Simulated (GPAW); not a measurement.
Here is a GPAW 26.7.0 calculation.

run.py

```python
from ase.dft.bandgap import bandgap
from ase.io import write
from ase.spacegroup import crystal
from ase.units import GPa
from gpaw import GPAW, PW, setup_paths

setup_paths.insert(0, '.')

# Zn 4c
# S 4a
atoms = crystal(['Zn', 'S'],
                basis=[[0.25, 0.25, 0.25],
                       [0.0, 0.0, 0.0]],
                spacegroup=216, setting=1,  # F-43m
                cellpar=[5.404, 5.404, 5.404, 90.0, 90.0, 90.0],
                primitive_cell=True)

calc = GPAW(mode=PW(1100),
            xc='PBE',
            kpts={'size': (7, 7, 7), 'gamma': True},
            occupations={'name': 'fermi-dirac', 'width': 0.05},
            setups='sg15',
            nbands=-9,
            convergence={'density': 1e-05, 'energy': 1e-05},
            maxiter=150,
            txt='gpaw.txt')
atoms.calc = calc
energy = atoms.get_potential_energy()
forces = atoms.get_forces()
stress = atoms.get_stress()
calc.write('gs.gpw')
write('result.traj', atoms)
print(f'Energy: {energy:.6f} eV')
print('Forces (eV/A):')
print(forces.round(4))
print('Stress (GPa):', (stress / GPa).round(3))
print('Fermi level:', round(calc.get_fermi_level(), 4), 'eV')
print(f'Gap: {bandgap(calc)[0]:.4f} eV, direct: {bandgap(calc, direct=True)[0]:.4f} eV')

path = atoms.cell.bandpath('GXWKGLUWLK,UX', npoints=80, eps=1e-4)
bs_calc = calc.fixed_density(kpts=path, symmetry='off', nbands=-18,
                             convergence={'bands': 'CBM+6.0', 'eigenstates': 1e-6}, txt='bands.txt')
bs = bs_calc.band_structure()
bs.write('bs.json')
print(f'Gap on the path: {bandgap(bs_calc)[0]:.4f} eV')
```

Potentials or basis: SG15 ONCV 1.2, pw.

Command:

```console
$ OMP_NUM_THREADS=1 python run.py
```

(1) Estimate the band gap on the k mesh.

(2) Predict the pressure.

(3) Predict the band gap along the path.

Answers

(1) 2.11 eV, direct.

(2) 1.7 GPa.

(3) 2.11 eV, direct.

**Experimental background.**

“Electronic, vibrational, and thermodynamic properties of ZnS (zincblende and rocksalt structure)”, 2009, arxiv:0911.5022 quotes, for a bulk crystal of ZnS at 19 K: band gap 3.85 eV (direct).

Against the measured gap of ZnS, 3.85 eV (direct; 19 K; quoted in “Electronic, vibrational, and thermodynamic properties of ZnS (zincblende and rocksalt structure)”, 2009, arxiv:0911.5022), the calculated 2.11 eV is off by -1.74 eV. The value is that of PBE, without temperature or zero-point motion. Semilocal functionals fall short of measured gaps as a rule.
